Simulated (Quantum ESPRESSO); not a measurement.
# CdSe (F-43m) in Quantum ESPRESSO: further runs, part 2 of 4

Quantum ESPRESSO 7.5.

### 3 Phonons, RPBE

Contents of pw.in:

```
&CONTROL
  calculation = 'scf'
  prefix = 'pwscf'
  outdir = './tmp'
  pseudo_dir = './pseudo'
  tprnfor = .true.
  tstress = .true.
  disk_io = 'low'
/
&SYSTEM
  ibrav = 0
  nat = 2
  ntyp = 2
  ecutwfc = 45
  ecutrho = 360
  nbnd = 15
  input_dft = 'rpbe'
  occupations = 'smearing'
  smearing = 'fd'
  degauss = 0.00367493
/
&ELECTRONS
  conv_thr = 4d-10
  electron_maxstep = 120
  mixing_beta = 0.5
/
ATOMIC_SPECIES
Cd   112.4140 cd_pbe_v1.uspp.F.UPF
Se    78.9710 se_pbe_v1.uspp.F.UPF
CELL_PARAMETERS angstrom
   0.0000000000    3.0702711986    3.0702711986
   3.0702711986    0.0000000000    3.0702711986
   3.0702711986    3.0702711986    0.0000000000
ATOMIC_POSITIONS angstrom
Cd     0.0000000000    0.0000000000    0.0000000000
Se     1.5351355993    1.5351355993    1.5351355993
K_POINTS automatic
6 6 6 1 1 1
```

Contents of relax.in:

```
&CONTROL
  calculation = 'vc-relax'
  prefix = 'pwscf'
  outdir = './tmp'
  pseudo_dir = './pseudo'
  tprnfor = .true.
  tstress = .true.
  disk_io = 'low'
  nstep = 40
  forc_conv_thr = 0.0001
  etot_conv_thr = 1d-06
/
&SYSTEM
  ibrav = 0
  nat = 2
  ntyp = 2
  ecutwfc = 45
  ecutrho = 360
  nbnd = 15
  input_dft = 'rpbe'
  occupations = 'smearing'
  smearing = 'fd'
  degauss = 0.00367493
/
&ELECTRONS
  conv_thr = 4d-10
  electron_maxstep = 120
  mixing_beta = 0.5
/
&IONS
  ion_dynamics = 'bfgs'
/
&CELL
  cell_dynamics = 'bfgs'
  press = 0
  press_conv_thr = 0.2
/
ATOMIC_SPECIES
Cd   112.4140 cd_pbe_v1.uspp.F.UPF
Se    78.9710 se_pbe_v1.uspp.F.UPF
CELL_PARAMETERS angstrom
   0.0000000000    3.0702711986    3.0702711986
   3.0702711986    0.0000000000    3.0702711986
   3.0702711986    3.0702711986    0.0000000000
ATOMIC_POSITIONS angstrom
Cd     0.0000000000    0.0000000000    0.0000000000
Se     1.5351355993    1.5351355993    1.5351355993
K_POINTS automatic
6 6 6 1 1 1
```

Contents of gamma.in:

```
&CONTROL
  calculation = 'bands'
  prefix = 'pwscf'
  outdir = './tmp'
  pseudo_dir = './pseudo'
  disk_io = 'low'
  verbosity = 'high'
/
&SYSTEM
  ibrav = 0
  nat = 2
  ntyp = 2
  ecutwfc = 45
  ecutrho = 360
  nbnd = 15
  input_dft = 'rpbe'
  occupations = 'smearing'
  smearing = 'fd'
  degauss = 0.00367493
/
&ELECTRONS
  conv_thr = 1d-08
  electron_maxstep = 120
  mixing_beta = 0.5
  diago_full_acc = .true.
  startingwfc = 'random'
/
ATOMIC_SPECIES
Cd   112.4140 cd_pbe_v1.uspp.F.UPF
Se    78.9710 se_pbe_v1.uspp.F.UPF
CELL_PARAMETERS angstrom
   0.0000000000    3.1455133017    3.1455133017
   3.1455133017    0.0000000000    3.1455133017
   3.1455133017    3.1455133017    0.0000000000
ATOMIC_POSITIONS angstrom
Cd     0.0000000000    0.0000000000    0.0000000000
Se     1.5727566509    1.5727566509    1.5727566509
K_POINTS crystal
1
0.0 0.0 0.0 1
```

Contents of scf2.in:

```
&CONTROL
  calculation = 'scf'
  prefix = 'pwscf'
  outdir = './tmp'
  pseudo_dir = './pseudo'
  tprnfor = .true.
  tstress = .true.
  disk_io = 'low'
/
&SYSTEM
  ibrav = 0
  nat = 2
  ntyp = 2
  ecutwfc = 45
  ecutrho = 360
  nbnd = 15
  input_dft = 'rpbe'
  occupations = 'fixed'
/
&ELECTRONS
  conv_thr = 1d-13
  electron_maxstep = 120
  mixing_beta = 0.5
  startingpot = 'file'
/
ATOMIC_SPECIES
Cd   112.4140 cd_pbe_v1.uspp.F.UPF
Se    78.9710 se_pbe_v1.uspp.F.UPF
CELL_PARAMETERS angstrom
   0.0000000000    3.1455133017    3.1455133017
   3.1455133017    0.0000000000    3.1455133017
   3.1455133017    3.1455133017    0.0000000000
ATOMIC_POSITIONS angstrom
Cd     0.0000000000    0.0000000000    0.0000000000
Se     1.5727566509    1.5727566509    1.5727566509
K_POINTS automatic
6 6 6 1 1 1
```

Contents of ph.in:

```
phonons of CdSe
&INPUTPH
  prefix = 'pwscf'
  outdir = './tmp'
  tr2_ph = 1d-18
  fildyn = 'dyn'
  niter_ph = 90
  alpha_mix(1) = 0.7
  epsil = True
/
0.0000000000 0.0000000000 0.0000000000
```

Contents of dynmat.in:

```
&INPUT
  fildyn = 'dyn'
  asr = 'crystal'
  lperm = .true.
  filout = 'dynmat.disp'
  fileig = 'dynmat.eig'
/
```

Contents of dynmat_lo.in:

```
&INPUT
  fildyn = 'dyn'
  asr = 'crystal'
  filout = 'dynmat_lo.disp'
  fileig = 'dynmat_lo.eig'
  q(1) = 0
  q(2) = 0
  q(3) = 1
/
```

Potentials or basis: GBRV 1.5 PBE.

Run with:

```bash
OMP_NUM_THREADS=1 mpirun -n 4 pw.x -nk 4 -in pw.in > pw.out
OMP_NUM_THREADS=1 mpirun -n 4 pw.x -nk 4 -in relax.in > relax.out
OMP_NUM_THREADS=1 mpirun -n 4 pw.x -in gamma.in > gamma.out
OMP_NUM_THREADS=1 mpirun -n 4 pw.x -nk 4 -in scf2.in > scf2.out
OMP_NUM_THREADS=1 mpirun -n 4 ph.x -nk 4 -in ph.in > ph.out
OMP_NUM_THREADS=1 mpirun -n 1 dynmat.x -in dynmat.in > dynmat.out
OMP_NUM_THREADS=1 mpirun -n 1 dynmat.x -in dynmat_lo.in > dynmat_lo.out
```

pw.out:

```text
This program is part of the open-source Quantum ESPRESSO suite
     for quantum simulation of materials; please cite
         "P. Giannozzi et al., J. Phys.:Condens. Matter 21 395502 (2009);
         "P. Giannozzi et al., J. Phys.:Condens. Matter 29 465901 (2017);
         "P. Giannozzi et al., J. Chem. Phys. 152 154105 (2020);
     in publications or presentations arising from this work. More details at

     IMPORTANT: XC functional enforced from input :
     Exchange-correlation= RPBE
                           (   1   4  44   4   0   0   0)
     Any further DFT definition will be discarded
     Please, verify this is what you really want

     Message from routine setup:
     using ibrav=0 with symmetry is DISCOURAGED, use correct ibrav instead

     K-points division:     npool     =       4
     Subspace diagonalization in iterative solution of the eigenvalue problem:
     a serial algorithm will be used

     G-vector sticks info
     --------------------
     sticks:   dense  smooth     PW     G-vecs:    dense   smooth      PW
     Sum        1663     847    253                45071    16049    2733

     Using Slab Decomposition

     bravais-lattice index     =            0
     lattice parameter (alat)  =       8.2052  a.u.
     unit-cell volume          =     390.6221 (a.u.)^3
     number of atoms/cell      =            2
     number of atomic types    =            2
     number of electrons       =        18.00
     number of Kohn-Sham states=           15
     kinetic-energy cutoff     =      45.0000  Ry
[... 107 lines left out ...]

     Threshold (ethr) on eigenvalues was too large:
     Diagonalizing with lowered threshold

     Davidson diagonalization with overlap
     ethr =  5.01E-04,  avg # of iterations =  1.6

     negative rho (up, down):  2.007E-02 0.000E+00
[... 67 lines left out ...]
     iteration #  9     ecut=    45.00 Ry     beta= 0.50
     Davidson diagonalization with overlap
     ethr =  5.52E-12,  avg # of iterations =  2.2

     negative rho (up, down):  2.050E-02 0.000E+00

     End of self-consistent calculation

          k = 0.0589 0.0589 0.0589 (  1992 PWs)   bands (ev):

    -7.2955  -2.7292  -2.7292  -2.7159  -2.3940  -2.3940   4.4224   5.0421
     5.0421   6.3832  10.9793  11.1867  11.1867  15.4012  15.7697
[... 73 lines left out ...]
    -6.8698  -2.5561  -2.5062  -2.4974  -2.3440  -2.0570   1.2340   3.2472
     3.4047   8.6258   9.0779  13.9091  14.8067  15.0097  17.5049

          k =-0.5303 0.1768-0.0589 (  1996 PWs)   bands (ev):

    -6.9187  -2.5848  -2.5621  -2.4735  -2.3579  -2.1253   1.4757   3.2473
     3.6444   9.0914   9.6950  12.2409  13.8822  14.7305  17.6916

          k =-0.4125 0.0589 0.0589 (  2001 PWs)   bands (ev):
[... 51 lines left out ...]
    -6.9395  -2.6291  -2.6152  -2.3953  -2.3784  -2.0728   1.0838   3.4984
     4.1929   8.5090  10.9586  12.1742  12.5835  15.5544  16.2899

     the Fermi energy is     5.7327 ev

!    total energy              =    -158.56423139 Ry
     estimated scf accuracy    <          6.6E-11 Ry
     smearing contrib. (-TS)   =      -0.00000000 Ry
     internal energy E=F+TS    =    -158.56423138 Ry

     The total energy is F=E-TS. E is the sum of the following terms:
     one-electron contribution =     -42.57974660 Ry
     hartree contribution      =      34.37679144 Ry
     xc contribution           =     -69.28935768 Ry
     ewald contribution        =     -81.07191854 Ry

     convergence has been achieved in   9 iterations

     negative rho (up, down):  2.050E-02 0.000E+00

     Forces acting on atoms (cartesian axes, Ry/au):

     atom    1 type  1   force =     0.00000000    0.00000000    0.00000000
     atom    2 type  2   force =     0.00000000    0.00000000    0.00000000

     Total force =     0.000000     Total SCF correction =     0.000000

     Computing stress (Cartesian axis) and pressure

     negative rho (up, down):  2.050E-02 0.000E+00
          total   stress  (Ry/bohr**3)                   (kbar)     P=       33.51
   0.00022778   0.00000000   0.00000000           33.51        0.00        0.00
   0.00000000   0.00022778   0.00000000            0.00       33.51        0.00
   0.00000000   0.00000000   0.00022778            0.00        0.00       33.51

=------------------------------------------------------------------------------=
   JOB DONE.
=------------------------------------------------------------------------------=
```

Run time: 4.7 min. Hardware: 4 MPI ranks of Intel Xeon Platinum 8488C (Sapphire Rapids), shared host; peak memory 0.68 GiB.

What came out:

```yaml
Free_energy: -2157.4190 eV
Relaxed_volume: 31.12 Å³/atom
Relaxed_cell: a = 4.448 Å, b = 4.448 Å, c = 4.448 Å, α = 60.00°, β = 60.00°, γ = 60.00°
Space_group_after_relaxing_to_0.05_Å: F-43m (No. 216)
Pressure_after_relaxing: 0.0 GPa
Electronic_dielectric_tensor_diagonal: 7.63
Born_charges_mean_of_the_diagonal: Cd +2.37; Se -2.37 e
Highest_phonon_frequency_at_Γ_LO-TO_splitting_left_out: 144 cm⁻¹
Static_dielectric_tensor_diagonal: 12.23
```

The path:
| step | energy change (eV) | largest force (eV/Å) | pressure (GPa) | volume (Å³) |
| --- | --- | --- | --- | --- |
| 1 | 0.0000 | 0.0000 | 3.35 | 57.88 |
| 2 | -0.0181 | 0.0000 | 2.47 | 58.88 |
| 3 | -0.0320 | 0.0000 | 1.58 | 59.99 |
| 4 | -0.0422 | 0.0000 | 0.37 | 61.67 |
| 5 | -0.0428 | 0.0000 | 0.02 | 62.21 |
| 6 | -0.0428 | 0.0000 | 0.00 | 62.24 |

Final structure:
```
Cd Se
1.0
     0.00000    3.14551    3.14551
     3.14551    0.00000    3.14551
     3.14551    3.14551    0.00000
Cd Se
1 1
Direct
  0.00000 0.00000 0.00000
  0.25000 0.25000 0.25000
```

Levels at points of the mesh, in eV from the valence-band top:
| k point | band 7 | band 8 | band 9 | band 10 | band 11 | band 12 |
| --- | --- | --- | --- | --- | --- | --- |
| (0.08, 0.08, 0.08) | -0.61 | 0.00 | 0.00 | 1.19 | 5.91 | 6.11 |

Phonon frequencies in cm⁻¹ (negative: imaginary):
```tsv
q point	frequencies
(0.000, 0.000, 0.000)	-1 -1 -1 144 144 144
```

Electronic dielectric tensor:
```
7.63 0.00 0.00
0.00 7.63 0.00
0.00 0.00 7.63
```

Born effective charge tensors (e):
atom 1, Cd
```
2.37 0.00 0.00
0.00 2.37 0.00
0.00 0.00 2.37
```
atom 2, Se
```
-2.37  0.00  0.00
 0.00 -2.37  0.00
 0.00  0.00 -2.37
```

Optical modes at Γ, degenerate ones joined, polar ones without the macroscopic field:
| cm⁻¹ | components | symmetry | active in | IR intensity, summed ((D/Å)²/amu) |
| --- | --- | --- | --- | --- |
| 144 | 3 | T2 | IR and Raman | 8.40 |

Zone-centre frequencies without and with the macroscopic field along z (cm⁻¹):
```tsv
	optical modes in rising order
without	144 144 144
with the field	144 144 183
```

Static dielectric tensor, electrons and zone-centre modes:
```
12.23  0.00  0.00
 0.00 12.23  0.00
 0.00  0.00 12.23
```

Caveat: the mesh is thin for the dielectric tensor, Born charges and intensities, which usually come out too large; the potentials were made for another functional, which shifts forces and pressure.

(Part 2 of 4 ends here.)
